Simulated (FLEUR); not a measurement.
# TiO2 (Anatase) (I4_1/amd) in FLEUR: a series of runs

The runs below take TiO2 (Anatase) through band structure, with r2SCAN, LDA.

Everything below comes from runs of FLEUR MaX-R8.1 (later development tree). Logs are shortened: lines on timing, memory, paths and dates and some standing lists are left out, and cuts for length are marked.

**1. Starting point**

The structure is tetragonal, space group I4_1/amd (No. 141). Conventional cell: a = 3.784 Å, b = 3.784 Å, c = 9.515 Å, α = 90.00°, β = 90.00°, γ = 90.00°. Ti (site symmetry -4m2) is surrounded by 6 O at 1.93 to 1.98 Å. O (site symmetry 2mm) is surrounded by 3 Ti at 1.93 to 1.98 Å.

**2. Band structure, r2SCAN**

Contents of inp.xml:

```xml
<?xml version="1.0" encoding="UTF-8" standalone="no"?>
<fleurInput fleurInputVersion="0.39">
   <comment>
      TiO2                                                                                                
   </comment>
   <calculationSetup>
      <cutoffs Kmax="5.1" Gmax="15.8" GmaxXC="15.8" numbands="0"/>
      <scfLoop itmax="80" minDistance="0.0001" maxIterBroyd="30" imix="Anderson" alpha="0.05" precondParam="0.0" spinf="2.0" sdNocoIR="T"/>
      <coreElectrons ctail="F" frcor="F" kcrel="0" coretail_lmax="0"/>
      <xcFunctional name="LibXC" relativisticCorrections="F">
         <LibXCName exchange="mgga_x_r2scan" correlation="mgga_c_r2scan"/>
         <AuxGGA exchange="117" correlation="130"/>
      </xcFunctional>
      <magnetism jspins="1"/>
      <soc l_soc="F" theta="0.0" phi="0.0" spav="F"/>
      <expertModes spex="0" secvar="F"/>
      <geometryOptimization l_f="F" forcealpha="1.0" forcemix="BFGS" epsdisp="0.00001" epsforce="0.00001"/>
      <ldaU l_linMix="F" mixParam="0.05" spinf="1.0"/>
   </calculationSetup>
   <cell>
      <bzIntegration valenceElectrons="48.0" mode="hist" fermiSmearingEnergy="0.00183747">
         <kPointListSelection listName="default-1"/>
         <!-- k-points included here -->
[... 39 lines left out ...]
         <lo type="SCLO" l="0" n="2" eDeriv="2"/>
         <lo type="SCLO" l="1" n="2" eDeriv="2"/>
         <lo type="SCLO" l="2" n="3" eDeriv="2"/>
      </species>
   </atomSpecies>
   <atomGroups>
      <atomGroup species="Titanium (Ti)">
         <relPos label="                   1">-1.000/8.000 1.000/8.000 1.000/4.000</relPos>
         <relPos label="                   2">1.000/8.000 -1.000/8.000 -1.000/4.000</relPos>
         <force calculate="T" relaxXYZ="TTT"/>
      </atomGroup>
      <atomGroup species="Oxygen (O)">
         <relPos label="                   3">-.0831000000 -.3331000000 -1.000/4.000</relPos>
         <relPos label="                   4">-.3331000000 -.0831000000 1.000/4.000</relPos>
         <relPos label="                   5">.0831000000 .3331000000 1.000/4.000</relPos>
         <relPos label="                   6">.3331000000 .0831000000 -1.000/4.000</relPos>
         <force calculate="T" relaxXYZ="TTT"/>
      </atomGroup>
   </atomGroups>
   <output dos="F" band="F" slice="F">
      <checks vchk="F" cdinf="F"/>
      <bandDOS minEnergy="-.5*Htr" maxEnergy="0.5*Htr" sigma="0.015" storeEVData="T"/>
      <vacuumDOS vacdos="F" integ="F" star="F" nstars="0" locx1="0.0" locy1="0.0" locx2="0.0" locy2="0.0" nstm="0" tworkf="0.0"/>
      <unfoldingBand unfoldBand="F" supercellX="1" supercellY="1" supercellZ="1"/>
      <plotting iplot="0" polar="F">
         <plot TwoD="T" vec1="  1.0  0.0  0.0" vec2="  0.0  1.0  0.0" vec3="  0.0  0.0  1.0" zero="  0.0  0.0  0.0" file="plot"/>
      </plotting>
      <chargeDensitySlicing numkpt="0" minEigenval="0.0" maxEigenval="0.0" nnne="0" pallst="F"/>
      <specialOutput eonly="F"/>
      <moessbauerParams electricFieldGradient="T" isomerShift="T" coreHyperfine="T" valenceHyperfine="T"/>
      <magneticCircularDichroism mcd="F" energyLo="-10.0" energyUp="0.0"/>
   </output>
  <!-- We include the file relax.xml here to enable relaxations (see documentation) -->
  <xi:include xmlns:xi="http://www.w3.org/2001/XInclude" href="relax.xml"> <xi:fallback/> </xi:include>
</fleurInput>
```

Contents of crystal.txt:

```
TiO2
&input cartesian=F /
-1.8921000000  1.8921000000  4.7573000000
1.8921000000  -1.8921000000  4.7573000000
1.8921000000  1.8921000000  -4.7573000000
1.8897261246
1.0 1.0 1.0

6
22 0.7500000000  0.2500000000  0.5000000000
22 0.0000000000  0.0000000000  0.0000000000
8 0.7919000000  0.7919000000  0.0000000000
8 0.5419000000  0.0419000000  0.5000000000
8 0.9581000000  0.4581000000  0.5000000000
8 0.2081000000  0.2081000000  0.0000000000

&kpt div1=10 div2=10 div3=10 gamma=T /
```

Contents of inp.xml (bands):

```
<?xml version="1.0" encoding="UTF-8" standalone="no"?>
<fleurInput fleurInputVersion="0.39">
   <comment>
      TiO2                                                                                                
   </comment>
   <calculationSetup>
      <cutoffs Kmax="5.1" Gmax="15.8" GmaxXC="15.8" numbands="0"/>
      <scfLoop itmax="80" minDistance="0.0001" maxIterBroyd="30" imix="Anderson" alpha="0.05" precondParam="0.0" spinf="2.0" sdNocoIR="T"/>
      <coreElectrons ctail="F" frcor="F" kcrel="0" coretail_lmax="0"/>
      <xcFunctional name="LibXC" relativisticCorrections="F">
         <LibXCName exchange="mgga_x_r2scan" correlation="mgga_c_r2scan"/>
         <AuxGGA exchange="117" correlation="130"/>
      </xcFunctional>
      <magnetism jspins="1"/>
      <soc l_soc="F" theta="0.0" phi="0.0" spav="F"/>
      <expertModes spex="0" secvar="F"/>
      <geometryOptimization l_f="F" forcealpha="1.0" forcemix="BFGS" epsdisp="0.00001" epsforce="0.00001"/>
      <ldaU l_linMix="F" mixParam="0.05" spinf="1.0"/>
   </calculationSetup>
   <cell>
      <bzIntegration valenceElectrons="48.0" mode="hist" fermiSmearingEnergy="0.00183747">
         <kPointListSelection listName="path-1"/>
         <!-- k-points included here -->
[... 40 lines left out ...]
         <lo type="SCLO" l="1" n="2" eDeriv="2"/>
         <lo type="SCLO" l="2" n="3" eDeriv="2"/>
      </species>
   </atomSpecies>
   <atomGroups>
      <atomGroup species="Titanium (Ti)">
         <relPos label="                   1">-1.000/8.000 1.000/8.000 1.000/4.000</relPos>
         <relPos label="                   2">1.000/8.000 -1.000/8.000 -1.000/4.000</relPos>
         <force calculate="T" relaxXYZ="TTT"/>
      </atomGroup>
      <atomGroup species="Oxygen (O)">
         <relPos label="                   3">-.0831000000 -.3331000000 -1.000/4.000</relPos>
         <relPos label="                   4">-.3331000000 -.0831000000 1.000/4.000</relPos>
         <relPos label="                   5">.0831000000 .3331000000 1.000/4.000</relPos>
         <relPos label="                   6">.3331000000 .0831000000 -1.000/4.000</relPos>
         <force calculate="T" relaxXYZ="TTT"/>
      </atomGroup>
   </atomGroups>
   <output dos="F" band="T" slice="F">
      <checks vchk="F" cdinf="F"/>
      <bandDOS minEnergy="-.5*Htr" maxEnergy="0.5*Htr" sigma="0.015" storeEVData="T"/>
      <vacuumDOS vacdos="F" integ="F" star="F" nstars="0" locx1="0.0" locy1="0.0" locx2="0.0" locy2="0.0" nstm="0" tworkf="0.0"/>
      <unfoldingBand unfoldBand="F" supercellX="1" supercellY="1" supercellZ="1"/>
      <plotting iplot="0" polar="F">
         <plot TwoD="T" vec1="  1.0  0.0  0.0" vec2="  0.0  1.0  0.0" vec3="  0.0  0.0  1.0" zero="  0.0  0.0  0.0" file="plot"/>
      </plotting>
      <chargeDensitySlicing numkpt="0" minEigenval="0.0" maxEigenval="0.0" nnne="0" pallst="F"/>
      <specialOutput eonly="F"/>
      <moessbauerParams electricFieldGradient="T" isomerShift="T" coreHyperfine="T" valenceHyperfine="T"/>
      <magneticCircularDichroism mcd="F" energyLo="-10.0" energyUp="0.0"/>
   </output>
  <!-- We include the file relax.xml here to enable relaxations (see documentation) -->
  <xi:include xmlns:xi="http://www.w3.org/2001/XInclude" href="relax.xml"> <xi:fallback/> </xi:include>
</fleurInput>
```

Potentials or basis: all-electron, FLAPW.

On the command line:

```sh
$ inpgen -f crystal.txt -profile fastHighL
$ # inp.xml edited to the form shown
$ mpirun -n 4 fleur_MPI -pe_per_kpt 1
$ mpirun -n 4 fleur_MPI -pe_per_kpt 1   # second run, on inp.xml (bands)
```

The log of the run:

```text
Welcome to FLEUR        (www.flapw.de)
      MaX-Release 8.1          (www.max-centre.eu)

 func_ids         498         497         498         497
 func_ids         498         497         498         497
 func_ids         498         497         498         497
 func_ids         498         497         498         497
 MetaGGA potential functional detected - V_tau will be computed
 Auxiliary Potential for radial basis: exchange=         117  correlation=         130
The functional 'Re-regularized SCAN exchange by Furness et al' is an exchange functional, it belongs to the 'MGGA' family and is defined in the reference(s):
[1] J. W. Furness, A. D. Kaplan, J. Ning, J. P. Perdew, and J. Sun.,  J. Phys. Chem. Lett. 11, 8208-8215 (2020)
[2] J. W. Furness, A. D. Kaplan, J. Ning, J. P. Perdew, and J. Sun.,  J. Phys. Chem. Lett. 11, 9248-9248 (2020)
 MetaGGA potential functional detected - V_tau will be computed
 Auxiliary Potential for radial basis: exchange=         117  correlation=         130
The functional 'Re-regularized SCAN exchange by Furness et al' is an exchange functional, it belongs to the 'MGGA' family and is defined in the reference(s):
 MetaGGA potential functional detected - V_tau will be computed
 Auxiliary Potential for radial basis: exchange=         117  correlation=         130
 MetaGGA potential functional detected - V_tau will be computed
 Auxiliary Potential for radial basis: exchange=         117  correlation=         130
[... 10 lines left out ...]
 Using same functional for VXC and EXC
The functional 'Re-regularized SCAN exchange by Furness et al' is an exchange functional, it belongs to the 'MGGA' family and is defined in the reference(s):
[1] J. W. Furness, A. D. Kaplan, J. Ning, J. P. Perdew, and J. Sun.,  J. Phys. Chem. Lett. 11, 8208-8215 (2020)
[2] J. W. Furness, A. D. Kaplan, J. Ning, J. P. Perdew, and J. Sun.,  J. Phys. Chem. Lett. 11, 9248-9248 (2020)
The functional 'Re-regularized SCAN correlation by Furness et al' is a correlation functional, it belongs to the 'MGGA' family and is defined in the reference(s):
[1] J. W. Furness, A. D. Kaplan, J. Ning, J. P. Perdew, and J. Sun.,  J. Phys. Chem. Lett. 11, 8208-8215 (2020)
[2] J. W. Furness, A. D. Kaplan, J. Ning, J. P. Perdew, and J. Sun.,  J. Phys. Chem. Lett. 11, 9248-9248 (2020)
 Using same functional for VXC and EXC
[1] J. W. Furness, A. D. Kaplan, J. Ning, J. P. Perdew, and J. Sun.,  J. Phys. Chem. Lett. 11, 8208-8215 (2020)
[2] J. W. Furness, A. D. Kaplan, J. Ning, J. P. Perdew, and J. Sun.,  J. Phys. Chem. Lett. 11, 9248-9248 (2020)
The functional 'Re-regularized SCAN correlation by Furness et al' is a correlation functional, it belongs to the 'MGGA' family and is defined in the reference(s):
[1] J. W. Furness, A. D. Kaplan, J. Ning, J. P. Perdew, and J. Sun.,  J. Phys. Chem. Lett. 11, 8208-8215 (2020)
[2] J. W. Furness, A. D. Kaplan, J. Ning, J. P. Perdew, and J. Sun.,  J. Phys. Chem. Lett. 11, 9248-9248 (2020)
 Using same functional for VXC and EXC

 ========== k-point set info ==========
[... 24 lines left out ...]
[1] J. P. Perdew, K. Burke, and M. Ernzerhof.,  Phys. Rev. Lett. 77, 3865 (1996)
[2] J. P. Perdew, K. Burke, and M. Ernzerhof.,  Phys. Rev. Lett. 78, 1396 (1997)
 Using same functional for VXC and EXC
 Using auxiliary GGA potential for the first iteration of MetaGGA calculation.
The functional 'Hammer, Hansen, and Norskov' is an exchange functional, it belongs to the 'GGA' family and is defined in the reference(s):
[1] B. Hammer, L. B. Hansen, and J. K. Nørskov.,  Phys. Rev. B 59, 7413 (1999)
The functional 'Perdew, Burke & Ernzerhof' is a correlation functional, it belongs to the 'GGA' family and is defined in the reference(s):
[1] J. P. Perdew, K. Burke, and M. Ernzerhof.,  Phys. Rev. Lett. 77, 3865 (1996)
[2] J. P. Perdew, K. Burke, and M. Ernzerhof.,  Phys. Rev. Lett. 78, 1396 (1997)
 Using same functional for VXC and EXC
 Using auxiliary GGA potential for the first iteration of MetaGGA calculation.
The functional 'Hammer, Hansen, and Norskov' is an exchange functional, it belongs to the 'GGA' family and is defined in the reference(s):
[1] B. Hammer, L. B. Hansen, and J. K. Nørskov.,  Phys. Rev. B 59, 7413 (1999)
The functional 'Perdew, Burke & Ernzerhof' is a correlation functional, it belongs to the 'GGA' family and is defined in the reference(s):
[1] J. P. Perdew, K. Burke, and M. Ernzerhof.,  Phys. Rev. Lett. 77, 3865 (1996)
[2] J. P. Perdew, K. Burke, and M. Ernzerhof.,  Phys. Rev. Lett. 78, 1396 (1997)
 Using same functional for VXC and EXC
 Using auxiliary GGA potential for the first iteration of MetaGGA calculation.
The functional 'Hammer, Hansen, and Norskov' is an exchange functional, it belongs to the 'GGA' family and is defined in the reference(s):
[1] B. Hammer, L. B. Hansen, and J. K. Nørskov.,  Phys. Rev. B 59, 7413 (1999)
The functional 'Perdew, Burke & Ernzerhof' is a correlation functional, it belongs to the 'GGA' family and is defined in the reference(s):
[1] J. P. Perdew, K. Burke, and M. Ernzerhof.,  Phys. Rev. Lett. 77, 3865 (1996)
[2] J. P. Perdew, K. Burke, and M. Ernzerhof.,  Phys. Rev. Lett. 78, 1396 (1997)
 Using same functional for VXC and EXC
 Using auxiliary GGA potential for the first iteration of MetaGGA calculation.
 Reset of history
 Reset of history
 Iteration:     1   Distance:      37.95002965 me/bohr^3
The functional 'Hammer, Hansen, and Norskov' is an exchange functional, it belongs to the 'GGA' family and is defined in the reference(s):
[1] B. Hammer, L. B. Hansen, and J. K. Nørskov.,  Phys. Rev. B 59, 7413 (1999)
The functional 'Perdew, Burke & Ernzerhof' is a correlation functional, it belongs to the 'GGA' family and is defined in the reference(s):
[1] J. P. Perdew, K. Burke, and M. Ernzerhof.,  Phys. Rev. Lett. 77, 3865 (1996)
[2] J. P. Perdew, K. Burke, and M. Ernzerhof.,  Phys. Rev. Lett. 78, 1396 (1997)
 Using same functional for VXC and EXC
The functional 'Hammer, Hansen, and Norskov' is an exchange functional, it belongs to the 'GGA' family and is defined in the reference(s):
[1] B. Hammer, L. B. Hansen, and J. K. Nørskov.,  Phys. Rev. B 59, 7413 (1999)
The functional 'Perdew, Burke & Ernzerhof' is a correlation functional, it belongs to the 'GGA' family and is defined in the reference(s):
[1] J. P. Perdew, K. Burke, and M. Ernzerhof.,  Phys. Rev. Lett. 77, 3865 (1996)
[2] J. P. Perdew, K. Burke, and M. Ernzerhof.,  Phys. Rev. Lett. 78, 1396 (1997)
 Using same functional for VXC and EXC
The functional 'Hammer, Hansen, and Norskov' is an exchange functional, it belongs to the 'GGA' family and is defined in the reference(s):
[1] B. Hammer, L. B. Hansen, and J. K. Nørskov.,  Phys. Rev. B 59, 7413 (1999)
The functional 'Perdew, Burke & Ernzerhof' is a correlation functional, it belongs to the 'GGA' family and is defined in the reference(s):
[1] J. P. Perdew, K. Burke, and M. Ernzerhof.,  Phys. Rev. Lett. 77, 3865 (1996)
[... 445 lines left out ...]
 Using same functional for VXC and EXC
The functional 'Hammer, Hansen, and Norskov' is an exchange functional, it belongs to the 'GGA' family and is defined in the reference(s):
[1] B. Hammer, L. B. Hansen, and J. K. Nørskov.,  Phys. Rev. B 59, 7413 (1999)
The functional 'Perdew, Burke & Ernzerhof' is a correlation functional, it belongs to the 'GGA' family and is defined in the reference(s):
[1] J. P. Perdew, K. Burke, and M. Ernzerhof.,  Phys. Rev. Lett. 77, 3865 (1996)
[2] J. P. Perdew, K. Burke, and M. Ernzerhof.,  Phys. Rev. Lett. 78, 1396 (1997)
 Using same functional for VXC and EXC
The functional 'Hammer, Hansen, and Norskov' is an exchange functional, it belongs to the 'GGA' family and is defined in the reference(s):
[1] B. Hammer, L. B. Hansen, and J. K. Nørskov.,  Phys. Rev. B 59, 7413 (1999)
The functional 'Perdew, Burke & Ernzerhof' is a correlation functional, it belongs to the 'GGA' family and is defined in the reference(s):
[1] J. P. Perdew, K. Burke, and M. Ernzerhof.,  Phys. Rev. Lett. 77, 3865 (1996)
[2] J. P. Perdew, K. Burke, and M. Ernzerhof.,  Phys. Rev. Lett. 78, 1396 (1997)
 Using same functional for VXC and EXC
 Iteration:    20   Distance:       0.00006361 me/bohr^3

 ********************************************************************
 Run finished successfully
 Stop message:
   all done
 ********************************************************************
```

Run time: 8.1 min. Hardware: 4 MPI ranks of Intel Xeon Platinum 8488C (Sapphire Rapids), shared host.

Results:

```
Free energy                                           : -54682.4406 eV
Band gap on the k mesh                                : 2.48 eV, indirect (least direct gap 2.84 eV)
Band gap along the path                               : 2.47 eV, indirect (least direct gap 2.84 eV)
Valence electrons inside the program's atomic spheres : Ti 9.18; O 4.82 (radii Ti 1.92, O 1.47 bohr)
```

Levels at the corners of the path, in eV from the valence-band top:
| point | band 21 | band 22 | band 23 | band 24 | band 25 | band 26 | band 27 | band 28 |
| --- | --- | --- | --- | --- | --- | --- | --- | --- |
| Γ | -0.83 | -0.82 | -0.50 | -0.50 | 2.47 | 3.21 | 4.35 | 4.35 |
| X | -2.11 | -2.11 | -0.05 | -0.05 | 3.70 | 3.70 | 4.16 | 4.16 |
| Y | -1.95 | -1.95 | -0.09 | -0.09 | 3.66 | 3.66 | 4.11 | 4.11 |
| S | -1.24 | -0.98 | -0.94 | -0.90 | 3.56 | 3.84 | 3.92 | 3.97 |
| Γ | -0.83 | -0.82 | -0.50 | -0.50 | 2.47 | 3.21 | 4.35 | 4.35 |
| Z | -1.34 | -1.34 | -0.16 | -0.16 | 2.82 | 2.82 | 4.14 | 4.14 |
| S1 | -1.24 | -0.98 | -0.94 | -0.90 | 3.56 | 3.84 | 3.92 | 3.97 |
| N | -1.99 | -0.99 | -0.93 | -0.68 | 3.59 | 3.91 | 3.91 | 4.01 |
| P | -1.64 | -1.64 | -0.24 | -0.24 | 3.92 | 3.92 | 3.96 | 3.96 |
| Y1 | -1.95 | -1.95 | -0.09 | -0.09 | 3.66 | 3.66 | 4.11 | 4.11 |
| Z | -1.34 | -1.34 | -0.16 | -0.16 | 2.82 | 2.82 | 4.14 | 4.14 |
| X | -2.11 | -2.11 | -0.05 | -0.05 | 3.70 | 3.70 | 4.16 | 4.16 |
| P | -1.64 | -1.64 | -0.24 | -0.24 | 3.92 | 3.92 | 3.96 | 3.96 |

Core levels (eV from the Fermi level):
```tsv
atom	levels
1 Ti	1s1/2 -4863.0, 2s1/2 -531.7, 2p1/2 -442.6, 2p3/2 -436.9
2 Ti	1s1/2 -4863.0, 2s1/2 -531.7, 2p1/2 -442.6, 2p3/2 -436.9
3 O	1s1/2 -503.8
4 O	1s1/2 -503.8
5 O	1s1/2 -503.8
6 O	1s1/2 -503.8
```

Caveat: the meta-GGA is that of a development version, with a GGA for the radial functions and cores and without core tails.

(Part 1 of 2 ends here.)
